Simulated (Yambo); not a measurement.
Here is a Yambo 5.3.0 calculation.

Contents of eels9.in:

```
optics
chi
Chimod= "IP"
% BndsRnXd
 1 | 29 |
%
% LongDrXd
 1 | 1 | 1 |
%
% QpntsRXd
 3 | 3 |
%
% EnRngeXd
 0 | 40 | eV
%
% DmRngeXd
 0.5 | 0.5 | eV
%
ETStpsXd= 200
```

File scf.in:

```
&CONTROL
  calculation = 'scf'
  prefix = 'pwscf'
  outdir = './tmp'
  pseudo_dir = './pseudo'
/
&SYSTEM
  ibrav = 0
  nat = 2
  ntyp = 2
  ecutwfc = 76
  nbnd = 9
  occupations = 'smearing'
  smearing = 'fd'
  degauss = 0.00367493
  force_symmorphic = .true.
/
&ELECTRONS
  conv_thr = 4d-10
  electron_maxstep = 120
  mixing_beta = 0.5
/
ATOMIC_SPECIES
P     30.9738 P.upf
B     10.8100 B.upf
CELL_PARAMETERS bohr
   0.0000000000    4.2877885768    4.2877885768
   4.2877885768    0.0000000000    4.2877885768
   4.2877885768    4.2877885768    0.0000000000
ATOMIC_POSITIONS bohr
P      6.4316828652    6.4316828652    6.4316828652
B      0.0000000000    0.0000000000    0.0000000000
K_POINTS automatic
12 12 12 0 0 0
```

File nscf.in:

```
&CONTROL
  calculation = 'nscf'
  prefix = 'pwscf'
  outdir = './tmp'
  pseudo_dir = './pseudo'
/
&SYSTEM
  ibrav = 0
  nat = 2
  ntyp = 2
  ecutwfc = 76
  nbnd = 29
  occupations = 'fixed'
  force_symmorphic = .true.
/
&ELECTRONS
  conv_thr = 1d-08
  diago_full_acc = .true.
  diago_thr_init = 1d-06
/
ATOMIC_SPECIES
P     30.9738 P.upf
B     10.8100 B.upf
CELL_PARAMETERS bohr
   0.0000000000    4.2877885768    4.2877885768
   4.2877885768    0.0000000000    4.2877885768
   4.2877885768    4.2877885768    0.0000000000
ATOMIC_POSITIONS bohr
P      6.4316828652    6.4316828652    6.4316828652
B      0.0000000000    0.0000000000    0.0000000000
K_POINTS automatic
12 12 12 0 0 0
```

Potentials or basis: PseudoDojo 0.4.1 SR LDA stringent.

Launch:

```bash
$ OMP_NUM_THREADS=1 pw.x -in scf.in > scf.out
$ OMP_NUM_THREADS=1 pw.x -in nscf.in > nscf.out
$ cd tmp/pwscf.save; p2y; mv SAVE ../..; cd ../..
$ OMP_NUM_THREADS=1 yambo
$ OMP_NUM_THREADS=1 yambo -F eels9.in -J eels9 -C eels9_out
```

Predict the peak of the energy-loss function.

22.7 eV.

Predict the band gap on the k mesh, mean-field level.

1.20 eV, indirect (least direct gap 3.39 eV).

Energy-loss function at q = [0.0, 0.0, 0.16667] (reciprocal lattice):
```
energy (eV)   loss
        0.0  0.009
        1.8  0.010
        3.4  0.018
        5.2  0.036
        7.0  0.058
        8.6  0.095
       10.5  0.156
       12.3  0.244
       13.9  0.329
       15.7  0.495
       17.5  0.773
       19.1  1.345
       20.9  2.655
       22.5  4.336
       24.3  2.192
       26.1  1.100
       27.7  0.679
       29.5  0.439
       31.4  0.316
       33.0  0.244
       34.8  0.215
       36.6  0.163
       38.2  0.139
       40.0  0.122
```

A k mesh can miss the band edges.
